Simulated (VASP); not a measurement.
# Zn (I4/mmm) in VASP: further runs, part 2 of 2

VASP 6.6.1. Earlier steps stand in the parts before.

## 3. Single point, PBE (strain +0.0100 x Voigt [1, 0, 0, 0, 0, 0], atoms carried along)

INCAR

```
SYSTEM = Zn
ALGO     = Fast           ! electronic algorithm
EDIFF    = 1E-7           ! SCF threshold, eV
ENCUT    = 520            ! plane-wave cutoff, eV
GGA      = PE             ! functional
ISIF     = 2              ! what is computed and relaxed
ISMEAR   = 0              ! smearing method
LASPH    = .TRUE.         ! aspherical terms in the spheres
LCHARG   = .FALSE.        ! write CHGCAR
LREAL    = .FALSE.        ! projectors in reciprocal space
LWAVE    = .FALSE.        ! write WAVECAR
NBANDS   = 12             ! bands
NELM     = 100            ! most SCF steps
PREC     = Accurate       ! precision mode
SIGMA    = 0.15           ! smearing width, eV
```

KPOINTS

```
k-points
0
G
  22 22 22
  0 0 0
```

POSCAR

```
Zn
1.0
   -1.5847273700      1.5690370000      1.5690370000
    1.5847273700     -1.5690370000      1.5690370000
    1.5847273700      1.5690370000     -1.5690370000
Zn
1
Direct
    0.0000000000      0.0000000000      0.0000000000
```

Potentials or basis: VASP PAW PBE potentials, release 64 (Zn).

The run is started by

```sh
$ cat potpaw_PBE.64/Zn/POTCAR > POTCAR
$ mpirun -np 1 vasp_std > vasp.out
```

OUTCAR:

```text
SYSTEM = Zn
   EDIFF = 1E-7
   ENCUT = 520
   GGA = PE
   ISIF = 2
   ISMEAR = 0
   LASPH = .TRUE.
   LREAL = .FALSE.
   NELM = 100
   PREC = Accurate

 ion  position               nearest neighbor table
   1  0.000  0.000  0.000-

  LATTYP: Found a body centered tetragonal cell.
 ALAT       =     3.1380740000
 C/A-ratio  =     1.0100000000

  Lattice vectors:

 A1 = (  -1.5847273700,   1.5690370000,  -1.5690370000)
 A2 = (  -1.5847273700,  -1.5690370000,   1.5690370000)
 A3 = (   1.5847273700,   1.5690370000,   1.5690370000)

Analysis of symmetry for initial positions (statically):
=====================================================================
 Subroutine PRICEL returns:
 Original cell was already a primitive cell.

 Routine SETGRP: Setting up the symmetry group for a
 body centered tetragonal supercell.

 Subroutine GETGRP returns: Found 16 space group operations
 (whereof 16 operations were pure point group operations)
 out of a pool of 16 trial point group operations.

The static configuration has the point symmetry D_4h.

Analysis of symmetry for dynamics (positions and initial velocities):
=====================================================================
 Subroutine PRICEL returns:
 Original cell was already a primitive cell.

 Routine SETGRP: Setting up the symmetry group for a
 body centered tetragonal supercell.

 Subroutine GETGRP returns: Found 16 space group operations
 (whereof 16 operations were pure point group operations)
 out of a pool of 16 trial point group operations.

The dynamic configuration has the point symmetry D_4h.

 Subroutine INISYM returns: Found 16 space group operations
 (whereof 16 operations are pure point group operations),
 and found     1 'primitive' translations

----------------------------------------------------------------------------------------

[... 117 lines left out ...]
   AEXX    =    0.0000 exact exchange contribution
   IVDW    =     0    specifies the selected vdW correction
   LEPSILON=     F    determine dielectric tensor
   LRPA    =     F    only Hartree local field effects (RPA)
 non-spin polarized calculation
 RMM-DIIS sequential band-by-band and
 Gauss-broadening in eV      SIGMA  =   0.15
  energy-cutoff  :      520.00
  volume of cell :       15.61
 maximum number of plane-waves:       433
   NGX = 11   NGY = 11   NGZ = 11

 number of electron      12.0000017 magnetization

 Free energy of the ion-electron system (eV)
  ---------------------------------------------------
  ext. energy  EPLUGINS =         0.00000000
  ---------------------------------------------------
  free energy    TOTEN  =        -1.02544442 eV

  energy without entropy =       -1.02171792  energy(sigma->0) =       -1.02358117

 E-fermi :   3.0507     XC(G=0): -11.4314

 val. band max:        3.0502803235   @ k =  -0.4545   0.5000   0.2727
 cond. band min:       3.0562910569   @ k =   0.1818   0.4091   0.0455
 fundamental gap:      0.0060107335
 Fermi energy:         3.0507081173

 k-point     1 :       0.0000    0.0000    0.0000
  band No.  band energies     occupation
      1      -7.2395      2.00000
      2      -4.7152      2.00000
      3      -4.7152      2.00000
      4      -4.6979      2.00000
      5      -4.2298      2.00000
      6      -4.2144      2.00000
      7      21.7274      0.00000
      8      21.8508      0.00000
      9      21.8508      0.00000
     10      23.5223      0.00000
     11      23.7172      0.00000
     12      23.7172      0.00000
[... 331 lines left out ...]
 k-point    24 :       0.0000    0.0909   -0.0000
  band No.  band energies     occupation
      1      -6.9826      2.00000
      2      -4.7305      2.00000
      3      -4.7087      2.00000
      4      -4.6467      2.00000
      5      -4.2484      2.00000
      6      -4.2162      2.00000
      7      18.6583      0.00000
      8      20.2934      0.00000
      9      20.8018      0.00000
     10      22.2177      0.00000
     11      22.2369      0.00000
     12      23.3199      0.00000

 [... further k-points ...]

------------------------ aborting loop because EDIFF is reached ----------------------------------------

  FORCE on cell =-STRESS in cart. coord.  units (eV):
  Direction    XX          YY          ZZ          XY          YZ          ZX
  --------------------------------------------------------------------------------------
  -------------------------------------------------------------------------------------
  Total       -0.0197384     -0.0632046     -0.0632046     -0.0000000      0.0000000      0.0000000
  in kB       -2.0264720     -6.4890078     -6.4890078     -0.0000000      0.0000000      0.0000000
  external PRESSURE =      -5.0014958 kB  Pullay stress =       0.0000000 kB

 VOLUME and BASIS-vectors are now :
 -----------------------------------------------------------------------------
  energy-cutoff  :      520.00
  volume of cell :       15.61
      direct lattice vectors                 reciprocal lattice vectors
    -1.584727370  1.569037000  1.569037000     0.000000000  0.318666800  0.318666800
     1.584727370 -1.569037000  1.569037000     0.315511683  0.000000000  0.318666800
     1.584727370  1.569037000 -1.569037000     0.315511683  0.318666800  0.000000000

 POSITION                                       TOTAL-FORCE (eV/Angst)
 -----------------------------------------------------------------------------------
      0.00000      0.00000      0.00000        -0.000000      0.000000     -0.000000
 -----------------------------------------------------------------------------------
    total drift:                                0.000000     -0.000000      0.000000

  FREE ENERGIE OF THE ION-ELECTRON SYSTEM (eV)
  ---------------------------------------------------
  free  energy   TOTEN  =        -1.0254444163 eV

  energy  without entropy=       -1.0217179248  energy(sigma->0) =       -1.02358117
```

stdout:

```text
POSCAR found type information on POSCAR Zn
 POSCAR found :  1 types and       1 ions
 scaLAPACK will be used
 LDA part: xc-table for (Slater+PW92), standard interpolation
 POSCAR, INCAR and KPOINTS ok, starting setup
 FFT: planning ... GRIDC
 FFT: planning ... GRID_SOFT
 FFT: planning ... GRID
 WAVECAR not read
 entering main loop
WARNING in EDDRMM: call to ZHEGV failed, returncode =   8  4     10
WARNING in EDDRMM: call to ZHEGV failed, returncode =   6  3     12
WARNING in EDDRMM: call to ZHEGV failed, returncode =   8  4     11
WARNING in EDDRMM: call to ZHEGV failed, returncode =   8  4     10
WARNING in EDDRMM: call to ZHEGV failed, returncode =   8  4     10
WARNING in EDDRMM: call to ZHEGV failed, returncode =   8  4     11
WARNING in EDDRMM: call to ZHEGV failed, returncode =   8  4     11
WARNING in EDDRMM: call to ZHEGV failed, returncode =   8  4      8
WARNING in EDDRMM: call to ZHEGV failed, returncode =   8  4     11
WARNING in EDDRMM: call to ZHEGV failed, returncode =   8  4     12
WARNING in EDDRMM: call to ZHEGV failed, returncode =   8  4     11
WARNING in EDDRMM: call to ZHEGV failed, returncode =   6  3     12
WARNING in EDDRMM: call to ZHEGV failed, returncode =   8  4     11
WARNING in EDDRMM: call to ZHEGV failed, returncode =   8  4     12
```

Wall time 63 s (1 thread of AMD EPYC 9R45 (Zen 5), shared host); peak memory 0.22 GiB.

Results:

| Property | Result |
| --- | --- |
| Free energy | -1.0254 eV |
| Pressure | -0.5 GPa |
| Band gap on the k mesh | none (metal or under the smearing width) |

Stress tensor (GPa, compression positive):
```
-0.20  0.00  0.00
 0.00 -0.65  0.00
 0.00  0.00 -0.65
```

Levels at points of the mesh, in eV from the Fermi level:
```csv
k point,band 4,band 5,band 6,band 7,band 8,band 9
"(0.00, 0.00, 0.00)",-7.75,-7.28,-7.27,18.68,18.80,18.80
"(0.50, 0.00, 0.00)",-7.24,-6.95,-2.60,-0.98,11.02,12.39
"(0.00, 0.50, 0.00)",-7.24,-6.95,-2.65,-1.08,11.23,12.64
"(0.50, 0.50, 0.50)",-7.02,-7.02,3.93,4.23,4.23,7.27
```
